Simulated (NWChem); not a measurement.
# C2H6O2 (ethylene glycol) at M06-2X/cc-pVDZ, part 2 of 2

NWChem 7.3.0.

## 3. The doublet cation at the same level

input.nw reads:

```
START input
TITLE "C2H6O2"
memory stack 880 mb heap 220 mb global 1100 mb
charge 1

GEOMETRY units angstrom noautosym nocenter noautoz
  O       -1.732000       0.054800      -0.233100
  C       -0.380800       0.456800      -0.281400
  C        0.425300      -0.548600       0.513500
  O        1.797400      -0.224600       0.528400
  H       -2.268700       0.718300      -0.670600
  H       -0.233000       1.454800       0.151200
  H       -0.009800       0.482600      -1.318200
  H        0.244000      -1.555600       0.116200
  H        0.091100      -0.540900       1.552900
  H        2.149700      -0.348800      -0.356200
END

BASIS spherical bse
  * library cc-pVDZ
END

DFT
  xc m06-2x
  mult 2
  grid fine
  convergence energy 1e-08
  maxiter 100
  mulliken
  noprint "final vectors analysis"
END

TASK dft energy
```

Launch:

```sh
$ nwchem input.nw > input.out
```

Log:

```text
Northwest Computational Chemistry Package (NWChem) 7.3.0
             --------------------------------------------------------

           Job information
           ---------------

    nwchem branch   = 7.3.0
    use scalapack   = T
    input           = input.nw
    prefix          = input.
    data base       = ./input.db
    status          = startup
    nproc           =        1

           Memory information
           ------------------

    heap     =     28835834 doubles =      220.0 Mbytes
    stack    =    115343359 doubles =      880.0 Mbytes
    global   =    144179200 doubles =     1100.0 Mbytes (distinct from heap & stack)
    total    =    288358393 doubles =     2200.0 Mbytes
    verify   = yes
    hardfail = no

           Directory information
           ---------------------

  0 permanent = .
  0 scratch   = .

                                NWChem Input Module
                                -------------------

                                      C2H6O2
                                      ------

 Scaling coordinates for geometry "geometry" by  1.889725989
 (inverse scale =  0.529177249)

                             Geometry "geometry" -> ""
                             -------------------------

 Output coordinates in angstroms (scale by  1.889725989 to convert to a.u.)

  No.       Tag          Charge          X              Y              Z
 ---- ---------------- ---------- -------------- -------------- --------------
    1 O                    8.0000    -1.73200000     0.05480000    -0.23310000
    2 C                    6.0000    -0.38080000     0.45680000    -0.28140000
    3 C                    6.0000     0.42530000    -0.54860000     0.51350000
[... 6 lines of this table left out ...]
   10 H                    1.0000     2.14970000    -0.34880000    -0.35620000

      Atomic Mass
      -----------

      O                 15.994910
      C                 12.000000
      H                  1.007825

 Effective nuclear repulsion energy (a.u.)     130.7136789049

            Nuclear Dipole moment (a.u.)
            ----------------------------
        X                 Y               Z
 ---------------- ---------------- ----------------
     1.4428057923    -3.2102665094     6.1043818609

            XYZ format geometry
            -------------------
    10
 geometry
 O                    -1.73200000     0.05480000    -0.23310000
 C                    -0.38080000     0.45680000    -0.28140000
 C                     0.42530000    -0.54860000     0.51350000
[... 6 lines of this table left out ...]
 H                     2.14970000    -0.34880000    -0.35620000

 ==============================================================================
                                internuclear distances
 ------------------------------------------------------------------------------
       center one      |      center two      | atomic units |  angstroms
 ------------------------------------------------------------------------------
    2 C                |   1 O                |     2.66557  |     1.41056
    3 C                |   2 C                |     2.86123  |     1.51410
    4 O                |   3 C                |     2.66435  |     1.40991
[... 5 lines of this table left out ...]
   10 H                |   4 O                |     1.81459  |     0.96024
 ------------------------------------------------------------------------------
                         number of included internuclear distances:          9
 ==============================================================================

 ==============================================================================
                                 internuclear angles
 ------------------------------------------------------------------------------
        center 1       |       center 2       |       center 3       |  degrees
 ------------------------------------------------------------------------------
    2 C                |   1 O                |   5 H                |   108.86
    1 O                |   2 C                |   3 C                |   107.62
    1 O                |   2 C                |   6 H                |   112.00
    1 O                |   2 C                |   7 H                |   111.20
    3 C                |   2 C                |   6 H                |   108.97
    3 C                |   2 C                |   7 H                |   109.29
    6 H                |   2 C                |   7 H                |   107.72
    2 C                |   3 C                |   4 O                |   111.78
    2 C                |   3 C                |   8 H                |   109.34
    2 C                |   3 C                |   9 H                |   109.40
    4 O                |   3 C                |   8 H                |   112.05
    4 O                |   3 C                |   9 H                |   106.63
    8 H                |   3 C                |   9 H                |   107.49
    3 C                |   4 O                |  10 H                |   108.52
 ------------------------------------------------------------------------------
                            number of included internuclear angles:         14
 ==============================================================================

 Summary of "ao basis" -> "" (spherical)
 ------------------------------------------------------------------------------
       Tag                 Description            Shells   Functions and Types
 ---------------- ------------------------------  ------  ---------------------
 *                          cc-pVDZ                   on all atoms

                                 NWChem DFT Module
                                 -----------------

                                      C2H6O2

                      Basis "ao basis" -> "ao basis" (spherical)
                      -----
  [basis functions not shown]

 Summary of "ao basis" -> "ao basis" (spherical)
 ------------------------------------------------------------------------------
       Tag                 Description            Shells   Functions and Types
 ---------------- ------------------------------  ------  ---------------------
 O                          cc-pVDZ                  6       14   3s2p1d
 C                          cc-pVDZ                  6       14   3s2p1d
 H                          cc-pVDZ                  3        5   2s1p

 Summary of "ao basis" -> "ao basis" (spherical)
 ------------------------------------------------------------------------------
       Tag                 Description            Shells   Functions and Types
 ---------------- ------------------------------  ------  ---------------------
 O                          cc-pVDZ                  6       14   3s2p1d
 C                          cc-pVDZ                  6       14   3s2p1d
 H                          cc-pVDZ                  3        5   2s1p

  Caching 1-el integrals
  itol2e modified to match energy
  convergence criterion.
  tol_rho modified to match energy
  convergence criterion.

            General Information
            -------------------
          SCF calculation type: DFT
          Wavefunction type:  spin polarized.
          No. of atoms     :    10
          No. of electrons :    33
           Alpha electrons :    17
            Beta electrons :    16
          Charge           :     1
          Spin multiplicity:     2
          Use of symmetry is: off; symmetry adaption is: off
          Maximum number of iterations: 100
          AO basis - number of functions:    86
                     number of shells:    42
          Convergence on energy requested:  1.00D-08
          Convergence on density requested:  1.00D-05
          Convergence on gradient requested:  5.00D-04

              XC Information
              --------------
                       M06-2X Method XC Functional
                     Hartree-Fock (Exact) Exchange  0.540
                        M06-2X Exchange Functional  1.000
                      M06-2X Correlation Potential  1.000

             Grid Information
             ----------------
          Grid used for XC integration:  fine
          Radial quadrature: Mura-Knowles
          Angular quadrature: Lebedev.
          Tag              B.-S. Rad. Rad. Pts. Rad. Cut. Ang. Pts.
          ---              ---------- --------- --------- ---------
          O                   0.60       70          11.0       590
          C                   0.70       70          10.0       590
          H                   0.35       60          12.0       590
          Grid pruning is: on
          Number of quadrature shells:   640
          Spatial weights used:  Erf1

          Convergence Information
          -----------------------
          Convergence aids based upon iterative change in
          total energy or number of iterations.
          Levelshifting, if invoked, occurs when the
          HOMO/LUMO gap drops below (HL_TOL):  1.00D-02
          DIIS, if invoked, will attempt to extrapolate
          using up to (NFOCK): 10 stored Fock matrices.

                    Damping( 0%)  Levelshifting(0.5)       DIIS
                  --------------- ------------------- ---------------
          dE  on:    start            ASAP                start
          dE off:    2 iters        100 iters           100 iters

      Screening Tolerance Information
      -------------------------------
          Density screening/tol_rho:  1.00D-11
          AO Gaussian exp screening on grid/accAOfunc:  18
          CD Gaussian exp screening on grid/accCDfunc:  20
          XC Gaussian exp screening on grid/accXCfunc:  20
          Schwarz screening/accCoul:  1.00D-09

      Superposition of Atomic Density Guess
      -------------------------------------

 Sum of atomic energies:        -227.85530843

 Renormalizing density from      34.00 to     33

      Non-variational initial energy
      ------------------------------

 Total energy =    -225.218632
 1-e energy   =    -552.404422
 2-e energy   =     196.472111
 HOMO         =      -0.658258
 LUMO         =      -0.214010

   Time after variat. SCF:      0.4

     ---------------------------------------------
      Total Density - Mulliken Population Analysis
     ---------------------------------------------

    Atom       Charge   Shell Charges
 -----------   ------   -------------------------------------------------------
    1 O    8     8.50   2.00  0.92  0.83  3.15  1.59  0.01
    2 C    6     5.86   2.00  0.77  0.42  1.88  0.69  0.10
    3 C    6     5.94   2.00  0.77  0.42  1.94  0.70  0.10
[... 6 lines of this table left out ...]
   10 H    1     0.62   0.50  0.05  0.07

     --------------------------------------------
      Spin Density - Mulliken Population Analysis
     --------------------------------------------

    Atom       Charge   Shell Charges
 -----------   ------   -------------------------------------------------------
    1 O    8     0.17  -0.00  0.00  0.00  0.12  0.05  0.00
    2 C    6     0.21   0.00  0.00 -0.00  0.16  0.04  0.01
    3 C    6     0.14  -0.00  0.00  0.00  0.11  0.02  0.01
[... 6 lines of this table left out ...]
   10 H    1     0.01   0.01  0.00  0.00
   Time prior to 1st pass:      0.4

 Grid_pts file          = ./input.gridpts.0
 Record size in doubles =  12289        No. of grid_pts per rec  =   3070
 Max. records in memory =    137        Max. recs in file   = *********

           Memory utilization after 1st SCF pass:
           Heap Space remaining (MW):        0.00                 343
          Stack Space remaining (MW):      115.34           115342308

   convergence    iter        energy       DeltaE   RMS-Dens  Diis-err    time
 ---------------- ----- ----------------- --------- --------- ---------  ------
 d= 0,ls=0.0,diis     1   -229.5766110637 -3.60D+02  7.95D-03  4.30D-01     3.7
                                                     9.55D-03  4.42D-01
 d= 0,ls=0.0,diis     2   -229.4968779586  7.97D-02  4.67D-03  7.66D-01     6.8
[... 6 lines of this table left out ...]
                                                     4.91D-04  1.02D-03
  Resetting Diis
 d= 0,ls=0.0,diis     6   -229.7688724233 -1.11D-03  1.87D-04  2.31D-04    19.9
                                                     6.42D-04  1.92D-04
 d= 0,ls=0.0,diis     7   -229.7697325836 -8.60D-04  1.38D-04  1.16D-04    23.3
[... 32 lines of this table left out ...]
                                                     9.53D-07  4.49D-11

         Total DFT energy =     -229.772314358900
      One electron energy =     -563.610356752974
           Coulomb energy =      232.943258244379
    Exchange-Corr. energy =      -29.818894755251
 Nuclear repulsion energy =      130.713678904946

 Numeric. integr. density =       32.999999529752

     Total iterative time =     78.4s

     ---------------------------------------------
      Total Density - Mulliken Population Analysis
     ---------------------------------------------

    Atom       Charge   Shell Charges
 -----------   ------   -------------------------------------------------------
    1 O    8     8.17   2.00  0.85  0.86  2.83  1.61  0.01
    2 C    6     5.93   2.01  0.69  0.39  2.04  0.70  0.11
    3 C    6     5.94   2.01  0.69  0.39  2.05  0.69  0.10
[... 6 lines of this table left out ...]
   10 H    1     0.77   0.66  0.03  0.08

     --------------------------------------------
      Spin Density - Mulliken Population Analysis
     --------------------------------------------

    Atom       Charge   Shell Charges
 -----------   ------   -------------------------------------------------------
    1 O    8     0.17   0.00  0.01  0.00  0.13  0.04 -0.00
    2 C    6     0.10  -0.00  0.01 -0.01  0.10 -0.00  0.00
    3 C    6     0.03  -0.00 -0.00 -0.01  0.06 -0.02  0.01
[... 6 lines of this table left out ...]
   10 H    1    -0.01  -0.02 -0.00  0.00

     -------------------------------------------
      Total Density - Lowdin Population Analysis
     -------------------------------------------

    Atom       Charge   Shell Charges
 -----------   ------   -------------------------------------------------------
    1 O    8     7.90   1.91  0.81  0.67  2.66  1.82  0.02
    2 C    6     5.97   1.88  0.57  0.37  1.82  1.05  0.28
    3 C    6     5.96   1.88  0.58  0.37  1.84  1.04  0.26
[... 6 lines of this table left out ...]
   10 H    1     0.89   0.54  0.15  0.20

     ------------------------------------------
      Spin Density - Lowdin Population Analysis
     ------------------------------------------

    Atom       Charge   Shell Charges
 -----------   ------   -------------------------------------------------------
    1 O    8     0.16   0.00  0.01  0.00  0.12  0.04  0.00
    2 C    6     0.12  -0.00  0.01 -0.00  0.10  0.01  0.01
    3 C    6     0.08  -0.00 -0.00 -0.00  0.06 -0.00  0.03
[... 6 lines of this table left out ...]
   10 H    1     0.00  -0.01 -0.00  0.01

   alpha - beta orbital overlaps
   -----------------------------

   alpha      1      2      3      4      5      6      7      8      9     10
    beta      1      2      3      4      5      6      7      8      9     10
 overlap   1.000  1.000  1.000  1.000  0.999  0.999  0.999  0.998  0.989  0.992

   alpha     11     12     13     14     15     16     17     18     19     20
    beta     11     12     13     14     14     17     16     18     19     20
 overlap   0.767  0.634  0.850  0.651  0.691  0.714  0.856  0.999  0.999  0.998

   alpha     21     22     23     24     25     26     27     28     29     30
    beta     21     22     23     24     25     26     27     28     29     30
 overlap   0.993  0.993  0.738  0.739  0.996  0.996  0.963  0.963  0.998  0.996

   alpha     31     32     33     34     35     36     37     38     39     40
    beta     31     32     33     34     35     36     37     38     39     40
 overlap   0.996  0.996  0.951  0.950  0.986  0.955  0.961  0.999  0.970  0.994

   alpha     41     42     43     44     45     46     47     48     49     50
    beta     41     42     43     44     45     46     47     48     49     50
 overlap   0.963  0.993  0.813  0.791  0.931  0.915  1.000  0.999  0.998  0.999

   alpha     51     52     53     54     55     56     57     58     59     60
    beta     51     52     53     54     55     56     57     58     59     60
 overlap   0.999  0.999  1.000  1.000  0.982  0.984  0.996  0.994  0.996  0.999

   alpha     61     62     63     64     65     66     67     68     69     70
    beta     61     62     63     64     65     66     67     68     69     70
 overlap   0.999  1.000  0.998  1.000  0.999  0.996  0.995  0.998  0.999  0.999

   alpha     71     72     73     74     75     76     77     78     79     80
    beta     71     72     73     74     75     76     77     78     79     80
 overlap   1.000  0.999  1.000  1.000  0.999  0.999  0.999  0.996  0.995  0.995

   alpha     81     82     83     84     85     86
    beta     81     82     83     84     85     86
 overlap   0.998  0.999  0.999  0.999  1.000  1.000

     --------------------------
     Expectation value of S2:
     --------------------------
      <S2> =      0.7556 (Exact =     0.7500)

 center of mass
 --------------
 x =   0.04731135 y =  -0.10982820 z =   0.21261107

 moments of inertia (a.u.)
 ------------------
          92.734803336633          56.954205313790         -93.886143425131
          56.954205313790         453.378393519186          30.098105449854
         -93.886143425131          30.098105449854         449.955308100037

     Multipole analysis of the density
     ---------------------------------

     L   x y z        total         alpha         beta         nuclear
     -   - - -        -----         -----         ----         -------
     0   0 0 0      1.000000    -17.000000    -16.000000     34.000000

     1   1 0 0      0.510519     -0.980178      0.047892      1.442806
[... 8 lines of this table left out ...]
     2   0 0 2    -14.787175    -24.813510    -23.854648     33.880983

 Task  times  cpu:       78.8s     wall:       78.8s
 Total times  cpu:       78.8s     wall:       78.8s
```

Run time: 80 s. Hardware: 1 thread of Intel Xeon Platinum 8488C (Sapphire Rapids), shared host; peak memory 0.12 GiB.

## 4. Outcome

This closing draws on all 2 parts.

Level: M06-2X/cc-pVDZ.

```
                                          quantity          value
                      singlet C2H6O2: total energy  -230.16129 Eh
                     singlet C2H6O2: dipole moment         2.18 D
                      doublet cation: total energy  -229.77231 Eh
                              doublet cation: ⟨S²⟩          0.756
vertical ionisation energy (to the doublet cation)      10.585 eV
```

In words: Removing an electron at fixed nuclei costs 10.58 eV (1021 kJ/mol). Mulliken charges (singlet C2H6O2) run from -0.30 on O4 to +0.16 on H5; they depend strongly on the basis. Mulliken charges (doublet cation) run from -0.17 on O1 to +0.23 on H10; they depend strongly on the basis.
